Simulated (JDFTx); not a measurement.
Crystal: HgSe.

```
CELL_PARAMETERS angstrom
0.00000 3.03900 3.03900
3.03900 0.00000 3.03900
3.03900 3.03900 0.00000
ATOMIC_POSITIONS crystal
Hg 0.00000 0.00000 0.00000
Se 0.75000 0.75000 0.75000
```

Base run:

```yaml
Program: JDFTx 1.7.0 (patched build)
Functional: PBEsol
Potentials_or_basis: PseudoDojo-SR-PBEsol-0.4.1-standard with smoothed tails
Cutoff: 1170 eV
Density_cutoff: 9361 eV
k_mesh: 8 × 8 × 8
Occupations: fermi-dirac, width 0.05 eV
Spin: no spin polarisation
```

Its results: band gap on the k mesh none (metal or under the smearing width); pressure 1.4 GPa.

**Question.** The run is repeated on the same cell with these changes: functional from PBEsol to LDA; potentials or basis from PseudoDojo-SR-PBEsol-0.4.1-standard with smoothed tails to PseudoDojo-SR-LDA-0.4.1-standard with smoothed tails. What comes out?

**Answer.** Band gap on the k mesh none (metal or under the smearing width); pressure -0.5 GPa.
